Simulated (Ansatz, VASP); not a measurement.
**Cu in VASP and in Ansatz**

POSCAR

```
Cu
1.0
    1.4180567933     -4.4983674713      0.0000000000
    1.4180567933      4.4983674713      0.0000000000
    0.0000000000      0.0000000000      3.7529237189
Cu
4
Direct
    0.0980000000      0.9020000000      0.9100000000
    0.5980000000      0.4020000000      0.5900000000
    0.9020000000      0.0980000000      0.0900000000
    0.4020000000      0.5980000000      0.4100000000
```

File INCAR.step1:

```
SYSTEM = Cu
ALGO = Normal ; EDIFF = 1E-4
ENCUT = 520 ; GGA = PE
ISMEAR = 0 ; LASPH = .TRUE.
LCHARG = .FALSE. ; LREAL = .FALSE.
LWAVE = .TRUE. ; NBANDS = 30
NELM = 100 ; PREC = Accurate
SIGMA = 0.1
```

File INCAR.step2:

```
SYSTEM = Cu
ALGO = Normal ; EDIFF = 1E-6
ENCUT = 520 ; ISIF = 2
ISMEAR = 0 ; ISTART = 1
LASPH = .TRUE. ; LCHARG = .FALSE.
LMIXTAU = .TRUE. ; LREAL = .FALSE.
LWAVE = .FALSE. ; METAGGA = R2SCAN
NBANDS = 30 ; NELM = 100
PREC = Accurate ; SIGMA = 0.1
```

KPOINTS

```
k-points
0
G
  6 6 6
  0 0 0
```

Input for Ansatz:

```yaml
crystal:
  lattice:
    - [1.4180567933, -4.4983674713, 0.0]
    - [1.4180567933, 4.4983674713, 0.0]
    - [0.0, 0.0, 3.7529237189]
  atoms:
    - { symbol: Cu, position: [0.098, 0.902, 0.91] }
    - { symbol: Cu, position: [0.598, 0.402, 0.59] }
    - { symbol: Cu, position: [0.902, 0.098, 0.09] }
    - { symbol: Cu, position: [0.402, 0.598, 0.41] }
basis:
  ecutwfc: 500
kpoints:
  mp_grid: { grid: [6, 6, 6] }
hamiltonian:
  xc: r2scan
scf:
  occupations: { method: gaussian, width: 0.1 }
  lower_state_search: "off"
output:
  forces: true
  stress: true
  eigenvalues: true
```

Alike in both runs: task single point; functional r2SCAN; k mesh 6 × 6 × 6; occupations gaussian, width 0.1 eV; no spin polarisation.

|  | VASP | Ansatz |
| --- | --- | --- |
| version | VASP 6.6.1 | Ansatz 0.2.0 |
| potentials or method | VASP PAW PBE potentials, release 64 (Cu) | scalar-relativistic, plane waves, PAW |
| plane-wave cutoff (eV) | 520 | 500 |
| valence electrons in the cell | 44 | 76 |

Ansatz gave:

| Item | Value |
| --- | --- |
| gap on the k mesh at the Fermi level (eV) | none |
| rms of the force components (eV/Å) | 6.592 |

Which values does VASP return?

gap on the k mesh at the Fermi level (eV): none; rms of the force components (eV/Å): 6.792.

Atom by atom the forces differ by 0.201 eV/Å (rms over components). A gap of «none» marks a metal or a gap that the smearing closes. The two sets of potentials don't hold the same shells in valence.

Caveats: the k mesh is coarse (spacing up to 0.39 Å⁻¹), so the values aren't converged; the PAW data sets were made with another functional, which shifts forces and pressure a little (VASP).
